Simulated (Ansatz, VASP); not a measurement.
## Sn, level by level in two programs

```xyz
2
Lattice="0.0000 3.2333 3.2333 3.2333 0.0000 3.2333 3.2333 3.2333 0.0000" Properties=species:S:1:pos:R:3 pbc="T T T"
Sn    4.8500    4.8500    4.8500
Sn    3.2333    3.2333    3.2333
```

This isn't the form of Sn at room conditions, which is tetragonal (white tin).

Single points on this cell with VASP 6.6.1 and Ansatz 0.2.0. Each row is one pair of runs. Alike in all rows: spin: off; k mesh: 7 × 7 × 7.

| level | smearing | VASP's potentials, cutoff | Ansatz's potentials, cutoff | gap on the k mesh at the Fermi level (eV), VASP | gap on the k mesh at the Fermi level (eV), Ansatz | pressure (GPa), VASP | pressure (GPa), Ansatz |
| --- | --- | --- | --- | --- | --- | --- | --- |
| PBE | fermi-dirac, width 0.05 eV | VASP PAW PBE potentials, release 64 (Sn_d), 520 eV | Ansatz PAW, 420 eV | none | none | 3.8 | 3.8 |
| PBE | fermi-dirac, width 0.05 eV | VASP PAW PBE potentials, release 64 (Sn_d), 520 eV | Ansatz PAW earlier set, 770 eV | none | none | 3.8 | 3.8 |
| PBE | fermi-dirac, width 0.05 eV | VASP PAW PBE potentials, release 64 (Sn_d), 520 eV | JTH PAW, 6600 eV | none | none | 3.8 | 3.8 |
| PBE | fermi-dirac, width 0.05 eV | VASP PAW PBE potentials, release 64 (Sn_d), 520 eV | SPMS NC, 490 eV | none | none | 3.8 | 3.9 |
| PBE | fermi-dirac, width 0.05 eV | VASP PAW PBE potentials, release 64 (Sn_d), 520 eV | PseudoDojo standard (PBE files), 980 eV | none | none | 3.8 | 3.8 |
| PBE | fermi-dirac, width 0.05 eV | VASP PAW PBE potentials, release 64 (Sn_d), 520 eV | PseudoDojo stringent (PBE files), 1388 eV | none | none | 3.8 | 3.9 |
| PBE | fermi-dirac, width 0.05 eV | VASP PAW PBE potentials, release 64 (Sn_d), 520 eV | Ansatz NC, 980 eV | none | none | 3.8 | 3.8 |
| PBE | gaussian, width 0.05 eV | VASP PAW PBE potentials, release 64 (Sn_d_GW), 550 eV | Ansatz PAW, 420 eV | none | none | 3.7 | 3.8 |

Pressure (GPa): the two programs differ by at most 0.14.

A gap of «none» marks a metal or a gap that the smearing closes.

Caveats: the pressure holds a Pulay correction of +0.4 GPa for the finite cutoff (Ansatz).
